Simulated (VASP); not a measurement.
Se: relaxation of cell and atoms with r2SCAN+rVV10

Se:

```
Se
1.0
     1.96845    1.13649    1.02584
    -1.96845    1.13649    1.02584
     0.00000   -2.27297    1.02584
Se
1
Direct
  0.00000 0.00000 0.00000
```

This isn't the form of Se at room conditions, which is trigonal, of chains.

* Program: VASP 6.6.1
* Task: relaxation of cell and atoms
* Functional: r2SCAN
* Dispersion: rVV10
* Potentials or basis: VASP PAW PBE potentials, release 64 (Se)
* Cutoff: 520 eV
* k mesh: 21 × 21 × 21
* Occupations: gaussian, width 0.1 eV
* Spin: no spin polarisation
* Target pressure: 75 GPa
* Further INCAR settings: ALGO = Normal; EDIFF = 1e-07; IBRION = 2; EDIFFG = -0.002; NSW = 80; ISIF = 3
* Target pressure: 75 GPa

```yaml
Pressure_after_relaxing: 75.0 GPa
Band_gap_on_the_k_mesh: none (metal or under the smearing width)
```

Final structure:
```
Se
1.0
     1.96845    1.13649    1.02584
    -1.96845    1.13649    1.02584
     0.00000   -2.27297    1.02584
Se
1
Cartesian
  0.0000 0.0000 0.0000
```

Levels at points of the mesh, in eV from the Fermi level:
| k point | band 1 | band 2 | band 3 | band 4 | band 5 | band 6 | band 7 |
| --- | --- | --- | --- | --- | --- | --- | --- |
| (0.00, 0.00, 0.00) | -21.74 | 2.96 | 5.70 | 5.70 | 10.52 | 10.52 | 14.22 |

Wall time 8.5 min on 1 thread of AMD EPYC 7R13 Processor (Zen 3), on a shared host, peak memory 0.22 GiB.

Caveat: the relaxation stopped at its first step, so nothing moved; the cell is relaxed towards a set pressure, so the enthalpy falls and the energy may rise; the PAW data sets were made with another functional, which shifts forces and pressure a little.
